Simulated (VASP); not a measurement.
```
CsPbI3
1.0
    6.27176     0.00000     0.00000
    0.00000     6.27176     0.00000
    0.00000     0.00000     6.27176
Cs Pb I
1 1 3
Direct
  0.00000   0.00000   0.00000
  0.50000   0.50000   0.50000
  0.50000   0.00000   0.50000
  0.00000   0.50000   0.50000
  0.50000   0.50000   0.00000
```

Level of theory: SCAN meta-GGA, VASP's PBE PAW potentials (set 64) (plane waves; VASP). Settings: 520 eV cut-off, 4×4×4 Γ-centred mesh, Gaussian smearing of 0.050 eV, potentials Cs_sv Pb_d I.

Unless said otherwise, spin-orbit coupling is left out, though it shifts the bands of the heavy elements here.

### Question
Predict the energy per atom (σ→0), band gap (on the k-mesh) with the smallest direct gap where there is one.

### Answer

- band gap (on the k-mesh) = 1.46 eV
- smallest direct gap (on the k-mesh) = 1.46 eV
- energy per atom (σ→0) = -45.800 eV/atom

The absolute energy has meaning only against runs of the same code, potentials and settings.

The compound is CsPbI3 in the cubic perovskite structure, the ideal cubic form; the compound distorts at low or room temperature. It was relaxed first.
